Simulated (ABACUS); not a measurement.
The system is TiSi.

```
Ti Si
1.0
     1.81618   -2.11762    0.00000
     1.81618    2.11762    0.00000
     0.00000    0.00000    3.80393
Ti Si
1 1
Direct
  0.50000 0.50000 0.00000
  0.00000 0.00000 0.50000
```

The cell comes from a database or a generator and needn't be the stable form of this composition.

Base run:

| Quantity | Value |
| --- | --- |
| Program | ABACUS 3.10.1 |
| Functional | LDA |
| Potentials or basis | SG15 ONCV 1.2 PBE |
| Cutoff | 1361 eV |
| Density cutoff | 5442 eV |
| Basis | DZP LCAO (the cutoffs set its grid) |
| k mesh | 10 × 10 × 7 |
| Occupations | fermi-dirac, width 0.05 eV |
| Spin | no spin polarisation |

Its results: band gap on the k mesh none (metal or under the smearing width); pressure -3.8 GPa.

**Question.** After a change of settings the same cell gave: band gap on the k mesh none (metal or under the smearing width); pressure 6.9 GPa. Which change was it?
A. functional from LDA to SCAN
B. functional from LDA to BLYP
C. functional from LDA to AM05
D. functional from LDA to r2SCAN

**Answer.** B.

BLYP binds less tightly than LDA, so the same cell stands under more pressure.

Caveats: the atomic orbitals were generated for these runs and aren't a published set; the potentials were made for another functional, which shifts forces and pressure; the basis of atomic orbitals isn't converged, which shifts pressures, moduli and gaps.

Runs at the PBE level aren't shown here.
